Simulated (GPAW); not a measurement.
Write an ASE script for GPAW 26.7.0 that does the following.

| Property | Result |
| --- | --- |
| Task | equation of state |
| Functional | PBE |
| Potentials or basis | SG15 ONCV 1.2 |
| Cutoff | 1100 eV |
| Basis | pw |
| k mesh | 6 × 6 × 6 |
| Occupations | fermi-dirac, width 0.05 eV |
| Spin | no spin polarisation |
| Maxiter | 150 |
| Eos scales | [0.94, 0.96, 0.98, 1.0, 1.02, 1.04, 1.06] |

The structure of CdSe lies in CdSe.cif:

```cif
data_CdSe
_cell_length_a 4.34201917
_cell_length_b 4.34201917
_cell_length_c 4.34201917
_cell_angle_alpha 60.00000000
_cell_angle_beta 60.00000000
_cell_angle_gamma 60.00000000
_space_group_name_H-M_alt 'P1'
_space_group_name_Hall 'P 1'
_space_group_IT_number 1
loop_
_space_group_symop_operation_xyz
'x,y,z'
loop_
_atom_site_label
_atom_site_type_symbol
_atom_site_symmetry_multiplicity
_atom_site_Wyckoff_symbol
_atom_site_fract_x
_atom_site_fract_y
_atom_site_fract_z
_atom_site_occupancy
Cd1 Cd 1 a 0.0000000000 0.0000000000 0.0000000000 1
Se1 Se 1 a 0.2500000000 0.2500000000 0.2500000000 1
```

Measurements of this composition are mostly on another form, of space group No. 186.

The input as run:

run.py

```python
from ase.eos import EquationOfState
from ase.io import Trajectory, read
from ase.units import GPa
from gpaw import GPAW, PW, setup_paths

setup_paths.insert(0, '.')

atoms = read('CdSe.cif')

traj = Trajectory('eos.traj', 'w')
volumes, energies = [], []
for x in [0.94, 0.96, 0.98, 1.0, 1.02, 1.04, 1.06]:
    a = atoms.copy()
    a.set_cell(atoms.cell * x**(1 / 3), scale_atoms=True)
    calc = GPAW(mode=PW(1100),
                xc='PBE',
                kpts={'size': (6, 6, 6), 'gamma': True},
                occupations={'name': 'fermi-dirac', 'width': 0.05},
                setups='sg15',
                nbands=-9,
                convergence={'density': 1e-05, 'energy': 1e-05},
                maxiter=150,
                txt=f'eos-{x:.2f}.txt')
    a.calc = calc
    energies.append(a.get_potential_energy(force_consistent=True))
    volumes.append(a.get_volume())
    p = -a.get_stress()[:3].mean() / GPa
    calc.write(f'eos-{x:.2f}.gpw')
    traj.write(a)
    print(f'{x:.2f} {volumes[-1]:10.4f} A^3 {energies[-1]:14.6f} eV {p:9.3f} GPa', flush=True)

v0, e0, B = EquationOfState(volumes, energies, eos='birchmurnaghan').fit()
print(f'V0 = {v0:.4f} A^3, E0 = {e0:.6f} eV, B0 = {B / GPa:.2f} GPa')
```

Potentials or basis: SG15 ONCV 1.2, pw.

Launch:

```console
$ OMP_NUM_THREADS=1 python run.py
```

It gave:

| Item | Value |
| --- | --- |
| Equilibrium volume | 29.85 Å³/atom |
| Bulk modulus | 45 GPa |
| Pressure derivative of the bulk modulus | 4.7 |

It took 4.2 min on 1 thread of Arm Neoverse V1, with other jobs on the host, peak memory 0.32 GiB.
